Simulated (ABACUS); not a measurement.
Crystal: Ti.

```
CELL_PARAMETERS angstrom
2.95000 0.00000 0.00000
-1.47500 2.55477 0.00000
0.00000 0.00000 4.68000
ATOMIC_POSITIONS crystal
Ti 0.66667 0.33333 0.75000
Ti 0.33333 0.66667 0.25000
```

Below is the output of ABACUS 3.10.1 for this cell. Logs are shortened: lines on timing, memory, paths and dates and some standing lists are left out, and cuts for length are marked.

```text
ABACUS v3.10.1

               Atomic-orbital Based Ab-initio Computation at UStc

 ------------------------------------------------------------------------------------

 READING GENERAL INFORMATION
                           global_out_dir = OUT.Ti/
                           global_in_card = INPUT
                               pseudo_dir = ./
                              orbital_dir = ./
                                    DSIZE = 4
                                    GSIZE = 1

 READING UNITCELL INFORMATION
                                    ntype = 1
                  lattice constant (Bohr) = 1.88973
              lattice constant (Angstrom) = 1

 READING ATOM TYPE 1
                               atom label = Ti
                      L=0, number of zeta = 3
                      L=1, number of zeta = 2
                      L=2, number of zeta = 2
                      L=3, number of zeta = 1
             number of atom for this type = 2

                        TOTAL ATOM NUMBER = 2
CARTESIAN COORDINATES ( UNIT =       1.889726124600 Bohr ).
    atom                   x                   y                   z     mag                  vx                  vy                  vz
tauc_Ti1            1.4750000001        0.8515916470        3.5100000000  0.0000        0.0000000000        0.0000000000        0.0000000000
tauc_Ti2           -0.0000000001        1.7031832942        1.1700000000  0.0000        0.0000000000        0.0000000000        0.0000000000

                          Volume (Bohr^3) = 238.022
                             Volume (A^3) = 35.2712

 Lattice vectors: (Cartesian coordinate: in unit of a_0)
                +2.95                  +0                  +0
               -1.475            +2.55477                  +0
                   +0                  +0               +4.68
[... 231 lines left out ...]
 Density error is 0.0518350864914
----------------------------------------------------------
     Energy           Rydberg                 eV
----------------------------------------------------------
 E_KohnSham     -237.3934320830      -3229.9033441051
 E_Harris       -240.4225247837      -3271.1162646045
 E_Fermi        1.0051304760         13.6755017069
----------------------------------------------------------
[... 69 lines left out ...]
 Density error is 4.08177456675e-08
----------------------------------------------------------
     Energy           Rydberg                 eV
----------------------------------------------------------
 E_KohnSham     -237.4164361602      -3230.2163306318
 E_KS(sigma->0) -237.4158741851      -3230.2086845686
 E_Harris       -237.4164350418      -3230.2163154157
 E_band         -23.5437814962       -320.3295808158
 E_one_elec     -82.3041008040       -1119.8047397005
 E_Hartree      48.8463517063        664.5887097175
 E_xc           -34.8754851194       -474.5053181377
 E_Ewald        -169.0820779930      -2300.4796903846
 E_entropy(-TS) -0.0011239502        -0.0152921265
 E_descf        0.0000000000         0.0000000000
 E_exx          0.0000000000         0.0000000000
 E_Fermi        0.9673945468         13.1620780509
----------------------------------------------------------

 charge density convergence is achieved
 final etot is -3230.2163306 eV
 EFERMI = 13.162078051 eV

 STATE ENERGY(eV) AND OCCUPATIONS    NSPIN == 1
 1/48 kpoint (Cartesian) = 0.0000 0.0000 0.0000 (1009 pws)
       1       -43.6750     0.00411523
       2       -43.5461     0.00411523
       3       -20.2691     0.00411523
       4       -19.6464     0.00411523
       5       -19.6464     0.00411523
       6       -19.5944     0.00411523
[... 134 lines left out ...]
      21        21.2431    1.59051e-72
      22        26.4063        0.00000

[... levels at 42 further k points ...]

 correction force for each atom along direction 1 is 4.85306e-14
 correction force for each atom along direction 2 is -2.62151e-14
 correction force for each atom along direction 3 is -4.92870e-14
------------------------------------------------------------------------------------------
 TOTAL-FORCE (eV/Angstrom)
------------------------------------------------------------------------------------------
                       Ti1         0.0000000000         0.0000000000         0.0000000000
                       Ti2         0.0000000000         0.0000000000         0.0000000000
------------------------------------------------------------------------------------------

----------------------------------------------------------------
 TOTAL-STRESS (KBAR)
----------------------------------------------------------------
        -9.3738099319         0.0000000000         0.0000000000
         0.0000000000        -9.3738099316        -0.0000000000
         0.0000000000        -0.0000000000       -13.2622057328
----------------------------------------------------------------
 TOTAL-PRESSURE: -10.669942 KBAR

 --------------------------------------------
 !FINAL_ETOT_IS -3230.2163306318052491 eV
 --------------------------------------------
```

Problem. What input gives this log?

Solution. Single point with PBE, no spin polarisation. The files as run (others can give the same):

INPUT
```
INPUT_PARAMETERS
suffix              Ti
calculation         scf
basis_type          lcao
pseudo_dir          ./
orbital_dir         ./
symmetry            1
dft_functional      pbe
ecutwfc             100
pseudo_rcut         10
nspin               1
nbands              22
ks_solver           genelpa
smearing_method     fd
smearing_sigma      0.00367493
scf_thr             1e-07
scf_nmax            100
mixing_type         broyden
mixing_beta         0.7
cal_force           1
cal_stress          1
out_mul             1
out_chg             1
```

STRU
```
ATOMIC_SPECIES
Ti 47.8670 Ti.upf

NUMERICAL_ORBITAL
Ti_confined-atom_7au_3s2p2d1f.orb

LATTICE_CONSTANT
1.8897261246

LATTICE_VECTORS
2.9500000000 0.0000000000 0.0000000000
-1.4750000000 2.5547749412 0.0000000000
0.0000000000 0.0000000000 4.6800000000

ATOMIC_POSITIONS
Cartesian

Ti
0.0
2
1.4750000001 0.8515916470 3.5100000000 1 1 1
-0.0000000001 1.7031832942 1.1700000000 1 1 1
```

KPT
```
K_POINTS
0
Gamma
9 9 6 0 0 0
```

Potentials or basis: PseudoDojo NC SR 0.4.1 PBE standard, DZP LCAO (the cutoffs set its grid).
The run is started by
```sh
$ OMP_NUM_THREADS=1 mpirun -np 4 abacus > log
```

Caveat: the atomic orbitals were generated for these runs and aren't a published set; the basis of atomic orbitals isn't converged, which shifts pressures, moduli and gaps.
